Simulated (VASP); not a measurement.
Data:

```xyz
2
Lattice="0.0000 3.0765 3.0765 3.0765 0.0000 3.0765 3.0765 3.0765 0.0000" Properties=species:S:1:pos:R:3 pbc="T T T"
Al     0.0000     0.0000     0.0000
Sb     1.5382     1.5382     1.5382
```

Level of theory: RPBE GGA, VASP's PBE PAW potentials (set 64) (plane waves; VASP 6.6.1). Settings: 520 eV cut-off, 7×7×7 Γ-centred mesh, Gaussian smearing of 0.050 eV, potentials Al Sb.

Give the stress tensor in GPa (positive for a compressed cell).

```
3.31  0.00  0.00
0.00  3.31  0.00
0.00  0.00  3.31
```
The pressure is its mean diagonal, 3.31 GPa.

The compound is AlSb in the zinc blende structure. This cell is one point of a volume scan, at 0.94 of the reference volume.
